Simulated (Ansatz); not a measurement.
# Ga2O3 (C2/m) in Ansatz: settings compared, part 2 of 2

Ansatz 0.2.0.

### 3 Relaxation of cell and atoms, BLYP

The input, input.yaml:

```yaml
crystal:
  lattice:
    - [6.107, -1.51855, 0.0]
    - [6.107, 1.51855, 0.0]
    - [-1.3859888959, 0.0, 5.630008738]
  atoms:
    - { symbol: Ga, position: [0.34134, 0.34134, 0.68598] }
    - { symbol: Ga, position: [0.65866, 0.65866, 0.31402] }
    - { symbol: Ga, position: [0.9095, 0.9095, 0.2054] }
    - { symbol: Ga, position: [0.0905, 0.0905, 0.7946] }
    - { symbol: O, position: [0.5041, 0.5041, 0.7434] }
    - { symbol: O, position: [0.4959, 0.4959, 0.2566] }
    - { symbol: O, position: [0.8267, 0.8267, 0.4368] }
    - { symbol: O, position: [0.1733, 0.1733, 0.5632] }
    - { symbol: O, position: [0.8355, 0.8355, 0.8902] }
    - { symbol: O, position: [0.1645, 0.1645, 0.1098] }
hamiltonian:
  xc: blyp
  pseudopotentials: { kind: paw }
kpoints:
  mp_grid: { grid: [9, 9, 5] }
scf:
  occupations: { method: fermi_dirac, width: 0.05 }
output:
  forces: true
  stress: true
relax:
  f_tol: 0.01
  max_steps: 40
  cell: { stress_tol: 0.05 }
```

Potentials or basis: Ansatz PAW.

The run is started by

```
> ansatz run input.yaml --threads 4 --pin off --max-ram 11264MiB --backend cpu --events-out ev --progress --plain --runs-dir out
```

Standard output:

```text
Warning: RAYON_NUM_THREADS=4 ignored (pool sized by the plan → 4); use --threads N
basis.fft_grid_basis auto: the FFT boxes are laid along the combinations [[1, -1, 0], [0, 1, 0], [0, 0, 1]] of the cell's own vectors, 3.037, 6.293 and 5.798 Å long. The dense box has 24×45×40 points. Along the cell's own vectors, as sized, it would have 45×45×40, 1.88 times as many. Of the 4 symmetry operations that the crystal satisfies within crystal.symmetry.tolerance (time reversal apart; of a slab, those that keep its plane) the dense box along the cell's own vectors carries 4, and the one as laid loses 2 of those. basis.fft_grid_basis: typed keeps the cell's own vectors: state it where this run's energies or levels are differenced outside the engine with another run's, or held beside a run that keeps those vectors.
Engine: ansatz 0.2.0, x86_64-unknown-linux-gnu
Pseudopotentials: kind: paw
Pseudopotential: Ga, paw, valence charge 13, recommended cutoff 420 eV (normal), Ga.paw.azcp
Pseudopotential: O, paw, valence charge 6, recommended cutoff 420 eV (normal), O.paw.azcp
Functional definition: BLYP
  parameter beta = 0.0042
  parameter a = 0.04918
  parameter b = 0.132
  parameter c = 0.2533
  parameter d = 0.349
  exchange = b88_x(beta = beta)
  correlation = lyp_c(a = a, b = b, c = c, d = d)
Crystal: 10 atoms, lattice volume = 104.423 Å³
Basis set: ecut = 420 eV, 2037 PW (Γ), FFT grids on a1−a2, a2, a3, exchange–correlation on 48×90×80 points (8 copies of the dense FFT grid, shifted against one another)
Bands: 54, of which v1, the nominal top of the filled ones, is band 44 counted from 1 (43 counted from 0)
Symmetry: 4 space group operations
Space group: C2/m (ITA 12), of the structure as read, at distance tolerance 4.7e-5 Å
k-points: 115 of 405
Non-local potential: Ga, projectors of the file, l = 0: 2, l = 1: 2, l = 2: 3, l = 3: 1
Non-local potential: O, projectors of the file, l = 0: 2, l = 1: 2, l = 2: 1
[... 135 lines left out ...]
  E_ewald      = -7224.627497
  E_core_change = 0.081072  (= ΣΔE_core)
  E_smearing   = -0.000000  (= −TS)
  E_closure    = -0.000000  (closes the sum)
  Σ components = -18591.033860   (vs F -18591.033860, Δ=0.00e0)
--- Forces (eV/Å), atoms counted from 1 ---
  atom   1  Ga    -0.00059532     0.00000000    -0.00222362
  atom   2  Ga     0.00059532    -0.00000000     0.00222362
  atom   3  Ga     0.00016500     0.00000000     0.00168278
  atom   4  Ga    -0.00016500    -0.00000000    -0.00168278
  atom   5  O      0.00043737     0.00000000     0.00074037
  atom   6  O     -0.00043737    -0.00000000    -0.00074037
  atom   7  O      0.00008434     0.00000000    -0.00013093
  atom   8  O     -0.00008434    -0.00000000     0.00013093
  atom   9  O      0.00006205    -0.00000000     0.00056428
  atom  10  O     -0.00006205     0.00000000    -0.00056428
  max |Σ_I F_I| component: 2.17e-19 eV/Å
--- Stress (GPa, compression-positive) ---
        0.031468      -0.000000       0.006030
       -0.000000       0.012568       0.000000
        0.006030       0.000000       0.017016
  P = ⅓ Tr σ = 0.0204 GPa (0.204 kbar)
--- Relaxed structure (7 steps of the walk, 7 accepted, 2 SCFs on fresh bases) ---
  F+E_penalty+E_count = -18591.03386005 eV   max|allowed force component| = 2.224e-3 eV/Å   (the final SCF, on the basis selected at the relaxed cell)
  cell:  # Å, volume = 112.8338 Å³
    - [6.29475787025297, -1.555918203664311, 0.011995133710184715]
    - [6.29475787025297, 1.555918203664311, 0.01199513371018469]
    - [-1.4175424599554496, -4.248817013546109e-17, 5.757575209459811]
  atoms:
    - { symbol: Ga, position: [0.34187599708600297, 0.341875997086003, 0.6867253555354267] }
    - { symbol: Ga, position: [0.6581240029139971, 0.6581240029139972, 0.3132746444645732] }
    - { symbol: Ga, position: [0.9105756668204601, 0.9105756668204601, 0.20634512271503974] }
    - { symbol: Ga, position: [0.08942433317953985, 0.08942433317953989, 0.79365487728496] }
    - { symbol: O, position: [0.5042887807622576, 0.5042887807622576, 0.7423045877113903] }
    - { symbol: O, position: [0.4957112192377424, 0.4957112192377425, 0.2576954122886097] }
    - { symbol: O, position: [0.8256890178258574, 0.8256890178258574, 0.4336968659724602] }
    - { symbol: O, position: [0.1743109821741427, 0.1743109821741427, 0.5663031340275398] }
    - { symbol: O, position: [0.8388089928617851, 0.8388089928617851, 0.89137105268507] }
    - { symbol: O, position: [0.16119100713821471, 0.16119100713821471, 0.10862894731493007] }
```

It took 91 s on 4 threads of Intel Xeon at 2.70GHz, shared host; peak memory 0.86 GiB.

Results:

| Item | Value |
| --- | --- |
| Free energy | -18591.0339 eV |
| Relaxed volume | 11.28 Å³/atom |
| Relaxed cell | a = 6.484 Å, b = 6.484 Å, c = 5.930 Å, α = 103.31°, β = 103.31°, γ = 27.77° |
| Space group after relaxing (to 0.05 Å) | C2/m (No. 12) |
| Energy gained by relaxing | 34.6 meV/atom |
| Ionic steps | 9 |
| Pressure after relaxing | 0.0 GPa |
| Band gap on the k mesh | 1.87 eV |

Forces on the atoms (eV/Å):
```
Ga  -0.001  0.000 -0.002
Ga   0.001  0.000  0.002
Ga   0.000  0.000  0.002
Ga   0.000  0.000 -0.002
O    0.000  0.000  0.001
O    0.000  0.000 -0.001
O    0.000  0.000  0.000
O    0.000  0.000  0.000
O    0.000  0.000  0.001
O    0.000  0.000 -0.001
```

The path:
```tsv
step	energy change (eV)	largest force (eV/Å)	volume (Å³)
1	0.0000	0.2659	104.42
2	-0.2451	0.1690	109.17
3	-0.2811	0.0362	111.96
4	-0.2808	0.0233	112.25
5	-0.2811	0.0091	112.22
6	-0.3444	0.0115	112.22
7	-0.3428	0.0039	112.79
8	-0.3425	0.0021	112.83
9	-0.3460	0.0023	112.83
```

Final structure:
```
Ga O
1.0
     6.29476   -1.55592    0.01200
     6.29476    1.55592    0.01200
    -1.41754    0.00000    5.75758
Ga O
4 6
Cartesian
  3.3306 0.0000 3.9621
  7.8414 0.0000 1.8195
  11.1712 0.0000 1.2099
  0.0008 0.0000 4.5717
  5.2965 0.0000 4.2860
  5.8755 0.0000 1.4956
  9.7802 0.0000 2.5169
  1.3917 0.0000 3.2647
  9.2966 0.0000 5.1523
  1.8753 0.0000 0.6293
```

Caveat: odd divisions of the mesh miss points on the zone boundary, where band edges often lie, so the gap on the mesh can be too wide; the plane-wave basis is chosen anew once the cell has moved, so the energies of steps on either side of that aren't comparable; the pressure holds a Pulay correction of +0.9 GPa for the finite cutoff; the PAW data sets come from PBE, with cores solved anew for the run's functional, which leaves a small shift of forces and pressure. As with any semilocal functional, this BLYP gap is likely too small.
